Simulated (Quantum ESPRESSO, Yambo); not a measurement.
# GaP (F-43m): G0W0 with Yambo, start to end, part 2 of 3

Wanted: ground state, empty states, screening and self-energy for GaP (F-43m).

Quantum ESPRESSO 7.5 and Yambo 5.3.0; PBE and many-body steps on it, plane waves. Known limits of the many-body steps: not at the basis limit; exchange with frozen shells missing; no spin-orbit coupling.

So far. Step 2 (Ground state): The gap is indirect, with the least direct gap 0.16 eV higher. Step 3 (Bands along the symmetry lines): The gap is 1.593 eV, −0.060 eV from the run before at this level.

## 4. Empty states on the mesh, 6×6×6 mesh, 268 bands

Level of this step: DFT, PBE, plane waves, norm-conserving pseudopotentials (Quantum ESPRESSO).

The sums over transitions need many empty states on a uniform mesh; this step solves for them.

File pw.in:

```
&control
  calculation = 'nscf'
  prefix = 'x'
  outdir = 'o'
  pseudo_dir = 'pseudo'
/
&system
  ibrav = 0
  nat = 2
  ntyp = 2
  ecutwfc = 72.0
  nbnd = 268
  force_symmorphic = .true.
/
&electrons
  conv_thr = 1e-9
  electron_maxstep = 80
  diago_full_acc = .true.
  diago_thr_init = 5e-6
/
ATOMIC_SPECIES
  Ga 69.723 Ga.upf
  P 30.974 P.upf
CELL_PARAMETERS angstrom
  0.0000000000 2.7252500000 2.7252500000
  2.7252500000 0.0000000000 2.7252500000
  2.7252500000 2.7252500000 0.0000000000
ATOMIC_POSITIONS crystal
  Ga 0.0000000000 0.0000000000 0.0000000000
  P 0.2500000000 0.2500000000 0.2500000000
K_POINTS automatic
  6 6 6 0 0 0
```

On the command line:

```
> OMP_NUM_THREADS=1 mpirun -n 4 pw.x -nk 4 -in pw.in > pw.out
```

Log:

```text
[banner, memory and clock lines left out]
Program PWSCF v.7.5 starts

     Atomic positions and unit cell read from directory:
     o/x.save/

     Message from routine setup:
     using ibrav=0 with symmetry is DISCOURAGED, use correct ibrav instead

     G-vector sticks info

     bravais-lattice index     =            0
     lattice parameter (alat)  =       7.2832  a.u.
     unit-cell volume          =     273.1780 (a.u.)^3
     number of atoms/cell      =            2
     number of atomic types    =            2
     number of electrons       =        18.00
     number of Kohn-Sham states=          268
     kinetic-energy cutoff     =      72.0000  Ry
     charge density cutoff     =     288.0000  Ry
     Exchange-correlation= PBE
                           (   1   4   3   4   0   0   0)

     celldm(1)=   7.283166  celldm(2)=   0.000000  celldm(3)=   0.000000
     celldm(4)=   0.000000  celldm(5)=   0.000000  celldm(6)=   0.000000

     crystal axes: (cart. coord. in units of alat)
               a(1) = (   0.000000   0.707107   0.707107 )
               a(2) = (   0.707107   0.000000   0.707107 )
               a(3) = (   0.707107   0.707107   0.000000 )

     reciprocal axes: (cart. coord. in units 2 pi/alat)
               b(1) = ( -0.707107  0.707107  0.707107 )
               b(2) = (  0.707107 -0.707107  0.707107 )
               b(3) = (  0.707107  0.707107 -0.707107 )
     Pseudo is Norm-conserving + core correction, Zval = 13.0
     Generated using ONCVPSP code by D. R. Hamann
     Using radial grid of 1902 points,  6 beta functions with:
     Pseudo is Norm-conserving + core correction, Zval =  5.0
     Generated using ONCVPSP code by D. R. Hamann
     Using radial grid of 1298 points,  6 beta functions with:
     Ga               13.00    69.72300     Ga( 1.00)
     P                 5.00    30.97400     P ( 1.00)

     24 Sym. Ops. (no inversion) found

   Cartesian axes

     site n.     atom                  positions (alat units)
         1        Ga     tau(   1) = (   0.0000000   0.0000000   0.0000000  )
         2        P      tau(   2) = (   0.3535534   0.3535534   0.3535534  )

     number of k points=    16
                       cart. coord. in units 2pi/alat
        k(    1) = (   0.0000000   0.0000000   0.0000000), wk =   0.0092593
        k(    2) = (   0.1178511   0.1178511  -0.1178511), wk =   0.0740741
        k(    3) = (   0.2357023   0.2357023  -0.2357023), wk =   0.0740741
[...]
[... 4 further rows ...]
        k(   15) = (  -0.1178511  -0.3535534   0.5892557), wk =   0.2222222
        k(   16) = (  -0.7071068   0.2357023   0.0000000), wk =   0.1111111

     Dense  grid:    22419 G-vectors     FFT dimensions: (  40,  40,  40)

     The potential is recalculated from file :
     o/x.save/charge-density

     Starting wfcs are   13 randomized atomic wfcs +  255 random wfcs

     Band Structure Calculation

     End of band structure calculation

          k = 0.0000 0.0000 0.0000 (  2741 PWs)   bands (ev):

    -6.9526  -6.9526  -6.9526  -6.8555  -6.8555  -4.8744   7.6196   7.6196
     7.6196   9.4365  11.5066  11.5066  11.5066  16.4298  17.3469  17.3469
    20.0728  20.0728  20.0728  23.4596  31.8376  31.8376  31.8376  34.7532
[...]
[... 22 further rows ...]
[...]
192.8284 192.8284 193.3347 193.3347

          k = 0.1179 0.1179-0.1179 (  2806 PWs)   bands (ev):

[...]
[... 22 further rows ...]
[...]
190.5842 190.7413 190.7413 190.9412

          k = 0.2357 0.2357-0.2357 (  2824 PWs)   bands (ev):

[...]
76.9712  79.6905  79.8352  80.8653  80.8653  81.0900  82.4248  83.2170
     [... 22 further rows ...]
   188.2811 188.4097 189.2828 189.2828 189.7690 190.6614 190.6614 190.8924
   193.2193 193.2193 193.7649 194.0649

          k =-0.3536-0.3536 0.3536 (  2824 PWs)   bands (ev):

     [... further k-points ...]

     highest occupied, lowest unoccupied level (ev):     7.6196    9.2722

     XML data file, pseudopotentials, collected wavefunctions
```

Elapsed: 35 s, on 4 MPI ranks of Arm Neoverse V1, shared host; peak memory 0.47 GiB; 2.3 min of CPU time.

Numbers from this step:

* gap: 1.653 eV
* k of the valence top: 0, 0, 0
* k of the conduction bottom: 0, -0.5, -0.5
* least direct gap: 1.817 eV
* k points computed: 16
* lowest point of the top converged band, above the valence top: 183.3216 eV

On this mesh the gap is 1.653 eV.

## 5. Conversion and set-up

This step: Yambo 5.3.0; conversion and set-up on PBE, plane waves, norm-conserving pseudopotentials.

The states are converted to the many-body program's format and the q mesh is built.

On the command line:

```
> (cd o/x.save; p2y > p2y.log; mv SAVE ../..); yambo > setup.log
```

Log:

```text
 Yambo, version 5.3.0

 [02] CORE Variables Setup
 =========================

  [02.01] Unit cells
  ==================

  Cell kind             :  FCC
  Atoms in the cell     :  Ga  P
  number of Ga atoms    :  1
  number of P  atoms    :  1

  List of atomic masses
  Mass of Ga    :  69.72300
  Mass of P     :  30.97400

  List of atomic coordinates    : [cc]
  Ga1       :  0.000000  0.000000  0.000000  order 1
  P1       :  2.574988  2.574988  2.574988  order 2

  Alat factors          :  5.149976  5.149976  5.149976 [a.u.]
  Direct lattice volume :  273.1780 [a.u.]
  Direct lattice vectors:  A[ 1 ]  A[ 2 ]  A[ 3 ]
   A[ 1 ]:  0.000000  1.000000  1.000000  [iru]
   0.000000  5.149976  5.149976  [cc]
   A[ 2 ]:  1.000000  0.000000  1.000000  [iru]
   5.149976  0.000000  5.149976  [cc]
   A[ 3 ]:  1.000000  1.000000  0.000000  [iru]
   5.149976  5.149976  0.000000  [cc]

  Recip. lattice volume :  0.908017 [a.u.]
  Recip. lattice vectors:  B[ 1 ]  B[ 2 ]  B[ 3 ]
   B[ 1 ]: -0.500000  0.500000  0.500000  [iku]
  -0.610021  0.610021  0.610021  [cc]
   B[ 2 ]:  0.500000 -0.500000  0.500000  [iku]
   0.610021 -0.610021  0.610021  [cc]
   B[ 3 ]:  0.500000  0.500000 -0.500000  [iku]
   0.610021  0.610021 -0.610021  [cc]

  [02.02] Symmetries
  ==================

  Inversion symmetry    : yes
  Spatial inversion     : no
  Inversion index       :  25
  K-space Time-reversal : yes
  Magnetic symmetries   : no
  Time-reversal derived K-space symmetries:   25   48
  Group table correct   : yes
  Symmetries units      :  [cc]

   [S  1]:   1.0000      0.28077E-16  0.28077E-16  0.28077E-16   1.0000     -0.28077E-16 -0.28077E-16 -0.28077E-16   1.0000
   [S  2]:  -1.0000     -0.28077E-16  0.28077E-16 -0.28077E-16  -1.0000     -0.28077E-16  0.28077E-16  0.28077E-16   1.0000
   [S  3]:  -1.0000      0.28077E-16 -0.28077E-16 -0.28077E-16   1.0000      0.28077E-16  0.28077E-16 -0.28077E-16  -1.0000
[...]
[S  9]:  0.28077E-16   1.0000      0.28077E-16 -0.28077E-16  0.28077E-16   1.0000       1.0000     -0.28077E-16 -0.28077E-16
   [S 10]:  0.28077E-16  -1.0000     -0.28077E-16 -0.28077E-16 -0.28077E-16  -1.0000       1.0000      0.28077E-16  0.28077E-16
     [... 36 further rows ...]
   [S*47]:   1.0000      0.28077E-16 -0.28077E-16  0.28077E-16 -0.28077E-16  -1.0000     -0.28077E-16   1.0000      0.28077E-16
   [S*48]:   1.0000     -0.28077E-16  0.28077E-16  0.28077E-16  0.28077E-16   1.0000     -0.28077E-16  -1.0000     -0.28077E-16

  [02.03] Reciprocal space
  ========================

  nG shells         :  260
  nG charge         :  22419
  nG WFs            :   3592
  nC WFs            :  2838
  G-vecs. in first 26 shells:  [ Number ]
     1    9   15   27   51   59   65   89  113
    137   169   181   229   259   283   307   331   339
    387   411   459   531   537   561   609   645
  ...
  Shell energy in first 26 shells:  [ mHa ]
[...]
WF components:  2808
  K [16]         [rlu]:  0.166667 -0.500000 -0.333333
         WF components:  2830

  [02.05] Energies & Occupations
  ==============================

  [X] === General ===
  [X] Electronic Temperature                        :  0.000000  0.000000 [eV K]
  [X] Bosonic    Temperature                        :  0.000000  0.000000 [eV K]
  [X] Finite Temperature mode                       : no
  [X] El. density                                   :  0.44466E+24 [cm-3]
  [X] Fermi Level                                   :  7.619618 [eV]

  [X] === Gaps and Widths ===
  [X] Conduction Band Min                           :  1.652582 [eV]
  [X] Valence Band Max                              :  0.000000 [eV]
  [X] Filled Bands                                  :   9
  [X] Empty Bands                                   :   10  268
  [X] Direct Gap                                    :  1.816923 [eV]
  [X] Direct Gap localized at k                     :  1
  [X] Indirect Gap                                  :  1.652582 [eV]
  [X] Indirect Gap between kpts                     :   1  13
  [X] Last valence band width                       :  3.261558 [eV]
  [X] 1st conduction band width                     :  2.254772 [eV]

  E @ K [ 1]:  [eV]
   -14.572      -14.572      -14.572      -14.475      -14.475      -12.494     -0.81731E-10 -0.69482E-10
[...]
occ @ K [ 1]
[...]
E @ K [ 2]:  [eV]
[...]
occ @ K [ 2]
[...]
E @ K [ 3]:  [eV]
[...]
occ @ K [ 3]
[...]
E @ K [ 8]:  [eV]
[...]
occ @ K [ 8]
[...]
E @ K [ 9]:  [eV]
[...]
occ @ K [ 9]
[...]
E @ K [10]:  [eV]
[...]
occ @ K [10]
[...]
E @ K [11]:  [eV]
[...]
occ @ K [11]
[...]
E @ K [12]:  [eV]
[...]
occ @ K [12]
[...]
E @ K [13]:  [eV]
[...]
occ @ K [13]
[...]
E @ K [14]:  [eV]
[...]
occ @ K [14]
[...]
E @ K [15]:  [eV]
[...]
occ @ K [15]
[...]
E @ K [16]:  [eV]
[...]
occ @ K [16]
[...]
2.000000  0.000000  0.000000  0.000000  0.000000  0.000000  0.000000  0.000000
   0.000000  0.000000  0.000000  0.000000  0.000000  0.000000  0.000000  0.000000

 [03] Transferred momenta grid and indexing
 ==========================================

 IBZ Q-points                                      :  16
 BZ  Q-points                                      :  216

 K/Q-points units:
 rlu = crystal or reduced units; cc = cartesian coordinates; iku = interal k-units

 Q [ 1]         [rlu]:  0.000000  0.000000  0.000000
 Q [ 2]         [rlu]:  0.25176E-17  0.25176E-17  0.16667
 Q [ 3]         [rlu]:  0.50351E-17  0.50351E-17  0.33333
[...]
Q [ 8]         [rlu]:  0.51853E-17  0.16667     -0.33333
 Q [ 9]         [rlu]: -0.32791E-16  0.16667     -0.16667
 Q [10]         [rlu]:  0.25050E-16  0.33333      0.33333
     [... 4 further rows ...]
 Q [15]         [rlu]:  0.166667  0.333333 -0.333333
 Q [16]         [rlu]:  0.166667 -0.500000 -0.333333

  [03.01] X indexes
  =================

   [03.01.01] Sigma indexes
   ========================

 [06] Game Over & Game summary
```

Elapsed: 2.8 s, on 1 MPI rank; peak memory 0.24 GiB.

(Part 2 of 3 ends here.)

[Paths, hosts, dates, memory and timing lines, banners, echoed tables and standing remarks are left out of the program output.]

[Logs are printed without paths, hosts, clocks, repeated set-up lines and the standing remarks that a program may print on its own settings, such as how far it seeks lower states.]

[Runs of the session that timed out or met a known fault of the program may be left out.]

[Hosts, paths, dates, database ids (printed as entryN), source tags and the programs' standing remarks are cut or masked in the printed files.]
